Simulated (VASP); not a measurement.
# ZnCu: vacancies and antisites compared, part 6 of 6

Which native defect is cheapest in ZnCu, and how does that change with the growth condition? The start is a cell from a database of measured crystal structures.

VASP 6.6.1, plane waves and PAW; the level of theory is named at each step.

So far, formation energy of the neutral defect (eV): step 7 (this defect's formation energies, 53 atoms, defect vacancy, element Zn) 0.830; step 9 (energies of this defect, 53 atoms, defect vacancy, element Cu) 0.0990; step 11 (energies of this defect, 54 atoms, defect substitution, element Cu) 0.235.

**12. Relaxing the defect, 54 atoms, defect Cu on the Zn site**

This step: PBE, spin-polarised, with small moments to start from; plane waves and PAW (Cu, Zn) (VASP 6.6.1).

System of this step: Zn13Cu14. The cell holds 54 atoms: 28 Cu and 26 Zn. Cell: a = 8.890 Å, b = 8.890 Å, c = 8.890 Å, α = 90.0°, β = 90.0°, γ = 90.0°. It derives from ZnCu. Nearest the centre at fractional (0.167, 0.167, 0.167): Cu1 at 0.00 Å, Cu15 at 2.57 Å, Cu12 at 2.57 Å, Cu6 at 2.57 Å, Cu14 at 2.57 Å, Cu3 at 2.57 Å, Cu11 at 2.57 Å, Cu5 at 2.57 Å.

The input, INCAR:

```
SYSTEM = Zn13Cu14
PREC = Normal
ENCUT = 300
EDIFF = 1E-05
NELM = 120
ISMEAR = 1
SIGMA = 0.2
LREAL = Auto
ALGO = Fast
GGA = PE
NBANDS = 360
ISPIN = 2
MAGMOM = 0.6 0 0 0 0 0.6 0 0 0 0 0 0.6 0 0 0.6 0 0 0 0 0 0 0 0 0 0 0 0 0 0 0 0 0 0 0 0 0 0 0 0 0 0 0 0 0 0 0 0 0 0 0 0 0 0 0
LASPH = .TRUE.
LMAXMIX = 4
LORBIT = 11
LWAVE = .FALSE.
LCHARG = .TRUE.
KPAR = 4
NCORE = 2
IBRION = 2
NSW = 50
ISIF = 2
EDIFFG = -0.03
POTIM = 0.4
MAXMIX = 40
ISYM = 2
```

The input, POSCAR:

```
Zn13Cu14
1.0
    8.8895031273      0.0000000000      0.0000000000
    0.0000000000      8.8895031273      0.0000000000
    0.0000000000      0.0000000000      8.8895031273
Cu Zn
28 26
Direct
    0.1666666700      0.1666666700      0.1666666700
    0.0000000000      0.0000000000      0.0000000000
    0.0000000000      0.0000000000      0.3333333300
    0.0000000000      0.0000000000      0.6666666700
    0.0000000000      0.3333333300      0.0000000000
    0.0000000000      0.3333333300      0.3333333300
    0.0000000000      0.3333333300      0.6666666700
    0.0000000000      0.6666666700      0.0000000000
    0.0000000000      0.6666666700      0.3333333300
    0.0000000000      0.6666666700      0.6666666700
    0.3333333300      0.0000000000      0.0000000000
    0.3333333300      0.0000000000      0.3333333300
    0.3333333300      0.0000000000      0.6666666700
    0.3333333300      0.3333333300      0.0000000000
    0.3333333300      0.3333333300      0.3333333300
    0.3333333300      0.3333333300      0.6666666700
    0.3333333300      0.6666666700      0.0000000000
    0.3333333300      0.6666666700      0.3333333300
    0.3333333300      0.6666666700      0.6666666700
    0.6666666700      0.0000000000      0.0000000000
    0.6666666700      0.0000000000      0.3333333300
    0.6666666700      0.0000000000      0.6666666700
    0.6666666700      0.3333333300      0.0000000000
    0.6666666700      0.3333333300      0.3333333300
    0.6666666700      0.3333333300      0.6666666700
    0.6666666700      0.6666666700      0.0000000000
    0.6666666700      0.6666666700      0.3333333300
    0.6666666700      0.6666666700      0.6666666700
    0.1666666700      0.1666666700      0.5000000000
    0.1666666700      0.1666666700      0.8333333300
    0.1666666700      0.5000000000      0.1666666700
    0.1666666700      0.5000000000      0.5000000000
    0.1666666700      0.5000000000      0.8333333300
    0.1666666700      0.8333333300      0.1666666700
    0.1666666700      0.8333333300      0.5000000000
    0.1666666700      0.8333333300      0.8333333300
    0.5000000000      0.1666666700      0.1666666700
    0.5000000000      0.1666666700      0.5000000000
    0.5000000000      0.1666666700      0.8333333300
    0.5000000000      0.5000000000      0.1666666700
    0.5000000000      0.5000000000      0.5000000000
    0.5000000000      0.5000000000      0.8333333300
    0.5000000000      0.8333333300      0.1666666700
    0.5000000000      0.8333333300      0.5000000000
    0.5000000000      0.8333333300      0.8333333300
    0.8333333300      0.1666666700      0.1666666700
    0.8333333300      0.1666666700      0.5000000000
    0.8333333300      0.1666666700      0.8333333300
    0.8333333300      0.5000000000      0.1666666700
    0.8333333300      0.5000000000      0.5000000000
    0.8333333300      0.5000000000      0.8333333300
    0.8333333300      0.8333333300      0.1666666700
    0.8333333300      0.8333333300      0.5000000000
    0.8333333300      0.8333333300      0.8333333300
```

The input, KPOINTS:

```
Automatic mesh
0
Monkhorst-Pack
3 3 3
0 0 0
```

PAW data sets: Cu and Zn (PBE family, release 64).

Launch:

```console
> mpirun -np 8 vasp_std
```

Output:

```text
[banner, memory and clock lines left out]
running    8 mpi-ranks, on    1 nodes
[...]
LDA part: xc-table for (Slater+PW92), standard interpolation
 POSCAR, INCAR and KPOINTS ok, starting setup
[...]
entering main loop
       N       E                     dE             d eps       ncg     rms          rms(c)
DAV:   1     0.526024814304E+04    0.52602E+04   -0.18140E+05 14400   0.196E+03
DAV:   2     0.764291401213E+03   -0.44960E+04   -0.43723E+04 14400   0.524E+02
DAV:   3    -0.116984875422E+03   -0.88128E+03   -0.83214E+03 14400   0.234E+02
DAV:   4    -0.165501529524E+03   -0.48517E+02   -0.47216E+02 16328   0.701E+01
[...]
RMM:  15    -0.137520663615E+03    0.34119E-05   -0.62090E-04 14825   0.745E-02    0.451E-02
RMM:  16    -0.137520643181E+03    0.20434E-04   -0.23519E-04 14590   0.496E-02    0.108E-02
RMM:  17    -0.137520648325E+03   -0.51442E-05   -0.67660E-05 11258   0.179E-02
   1 F= -.13752065E+03 E0= -.13753822E+03  d E =-.137521E+03  mag=     0.0000
[... from here on, the cycles between the ionic steps are left out ...]
   2 F= -.13752614E+03 E0= -.13754379E+03  d E =-.549411E-02  mag=     0.0014
   3 F= -.13753073E+03 E0= -.13754851E+03  d E =-.100817E-01  mag=     0.0000
   4 F= -.13752955E+03 E0= -.13754758E+03  d E =-.890647E-02  mag=    -0.0001
   5 F= -.13753192E+03 E0= -.13754979E+03  d E =-.112728E-01  mag=     0.0000
   6 F= -.13753191E+03 E0= -.13754979E+03  d E =-.112622E-01  mag=     0.0000
   7 F= -.13753293E+03 E0= -.13755079E+03  d E =-.102170E-02  mag=     0.0001
[...]
trial-energy change:   -0.001022  1 .order   -0.000958   -0.001063   -0.000854
 step:   6.0908(harm=  7.7244)  dis= 0.00516  next Energy=  -137.534607 (dE=-0.270E-02)
 reached required accuracy - stopping structural energy minimisation
```

Elapsed: 28 min, on 8 MPI ranks of AMD EPYC 7R43, shared host; peak memory 6.1 GiB.

OUTCAR, selected parts (step 12):

```text
  Total       -3.8300610     -3.8300610     -3.8302049     -0.0051679     -0.0056273     -0.0056274
  in kB       -8.7354204     -8.7354204     -8.7357486     -0.0117868     -0.0128344     -0.0128347
  external PRESSURE =      -8.7355298 kB  Pullay stress =       0.0000000 kB

 POSITION                                       TOTAL-FORCE (eV/Angst)
 -----------------------------------------------------------------------------------
      1.48055      1.48055      1.48055         0.002331      0.002331      0.002495
      0.00860      0.00860      0.00860        -0.001497     -0.001497     -0.001506
      0.00849      0.00849      2.95520        -0.002758     -0.002758     -0.000873
      0.00052      0.00052      5.92572         0.018353      0.018353      0.001609
      0.00849      2.95521      0.00849        -0.002783     -0.000897     -0.002727
      0.00865      2.95592      2.95592        -0.000557     -0.000938     -0.000935
      0.00050      2.96440      5.92477         0.018705     -0.016187     -0.001814
      0.00052      5.92572      0.00051         0.018374      0.001619      0.018363
      0.00050      5.92477      2.96440         0.018683     -0.001792     -0.016175
      8.88634      5.92479      5.92479        -0.008497     -0.001514     -0.001555
      2.95521      0.00849      0.00849        -0.000897     -0.002783     -0.002727
      2.95592      0.00865      2.95592        -0.000938     -0.000557     -0.000935
      2.96440      0.00050      5.92477        -0.016187      0.018705     -0.001814
      2.95592      2.95592      0.00866        -0.000926     -0.000926     -0.000570
[...]
-----------------------------------------------------------------------------------
    total drift:                               -0.030001     -0.030001     -0.029784

  FREE ENERGIE OF THE ION-ELECTRON SYSTEM (eV)
  ---------------------------------------------------
  free  energy   TOTEN  =      -137.5329321920 eV

  energy  without entropy=     -137.5864995874  energy(sigma->0) =     -137.55078799

 magnetization (x)
# of ion       s       p       d       tot
------------------------------------------
    1        0.000   0.000  -0.000  -0.000
    2       -0.000   0.000  -0.000   0.000
    3        0.000   0.000  -0.000   0.000
    4       -0.000  -0.000   0.000  -0.000
    5        0.000   0.000  -0.000   0.000
    6       -0.000   0.000   0.000   0.000
    7        0.000   0.000  -0.000  -0.000
    8       -0.000  -0.000   0.000  -0.000
    9       -0.000   0.000   0.000   0.000
   10       -0.000  -0.000   0.000   0.000
   11        0.000   0.000  -0.000   0.000
   12       -0.000   0.000   0.000   0.000
   13        0.000   0.000  -0.000  -0.000
[...]
--------------------------------------------------
tot         -0.000   0.000   0.000   0.000

[... 2 parts as in an earlier step ...]

[... 2 further parts left out ...]
[key lines of the parts left out:]
E-fermi :   5.4657
```

The run keeps the 2 symmetry operations of its start, so it cannot find a distortion of lower symmetry.

Step by step:

```csv
step,energy less that of the first step (eV),largest force (eV/Å)
1,0.0000,0.1216
2,-0.0055,0.0829
3,-0.0101,0.0386
4,-0.0089,0.0735
5,-0.0113,0.0302
6,-0.0113,0.0325
7,-0.0123,0.0260
```

The atoms that moved most (Å):

```
atom      dx      dy      dz  length
Zn29   0.000   0.000  -0.017   0.017
Zn31   0.000  -0.017   0.000   0.017
Zn37  -0.017   0.000   0.000   0.017
Zn30   0.000   0.000   0.017   0.017
Zn34   0.000   0.017   0.000   0.017
Zn46   0.017   0.000   0.000   0.017
 Cu2   0.009   0.009   0.009   0.015
 Cu3   0.008   0.008  -0.008   0.014
```

The run ended after 7 ionic steps, 0.012 eV below its first step, once the forces on the free atoms met EDIFFG = -0.03.

The 8 first neighbours (Cu) lie 2.57 Å from the site in the perfect crystal and 2.55 Å on average from the atom on it after the relaxation (-0.5 %).

**13. This defect's formation energies, 54 atoms, defect substitution, element Zn**

This step: point defect, PBE; plane waves and PAW (VASP 6.6.1).

Derived from the runs above.

The formation energy is the energy of the relaxed defect cell less that of the perfect cell, with each removed atom booked to its reference and each added atom taken from it.

References, in eV an atom: Cu -3.727 (crystal Fm-3m) and Zn -1.105 (crystal P6_3/mmc). They were run at the supercell's cutoff and functional, without U, and count both elements from their own phases.

The formation energy is 0.088 eV, and the largest move of an atom 0.02 Å.

**14. All defects in both limits**

This step: native point defects, PBE; plane waves and PAW (VASP 6.6.1).

No new run; the numbers come from the runs before.

Neutral cells; the limits come from the host's formation enthalpy alone. Formation energies:

```csv
defect,charge,"formation energy, Zn-rich (eV)","formation energy, Cu-rich (eV)",moment (μB)
Zn vacancy,0,0.83,0.661,no spin
Cu vacancy,0,-0.07,0.099,no spin
Zn on the Cu site,0,0.066,0.404,no spin
Cu on the Zn site,0,0.257,-0.081,2.41e-4
```

**15. Outcome**

| Property | Result |
| --- | --- |
| host formation enthalpy | -0.0845 eV/atom |

What this shows: In the Zn-rich limit the cheapest defect is the Cu vacancy, at -0.07 eV. A negative value means that the stoichiometric crystal is not stable at this limit, which then lies outside its range. In the Cu-rich limit the cheapest defect is the Cu on the Zn site, at -0.08 eV. A negative value means that the stoichiometric crystal is not stable at this limit, which then lies outside its range. The supercell of 54 atoms is small. Potential shifts are not applied, only the charges listed were run, and a negative energy means that the Fermi level can't reach that place or the limit lies outside the host's range, or that the host's structure gives way. Each defect was run on one site, no other kinds were tried, and all belong to one structure, the phase of space group Pm-3m. The limits are set by the pure elements; where other compounds of the two lie between, the true range is narrower and the order of defects can differ.

[Lines on the potential files, build, host, timing and source positions are cut from VASP's logs without a mark.]

[Logs are printed without paths, hosts, clocks, repeated set-up lines and the standing remarks that a program may print on its own settings, such as how far it seeks lower states.]

[Hosts, paths, dates, database ids (printed as entryN), source tags and the programs' standing remarks are cut or masked in the printed files.]

[In band tables of VASP the shares of atoms and orbitals are scaled to a sum of 1 inside the atoms' spheres.]

[Runs that stopped without an error message from VASP are left out.]
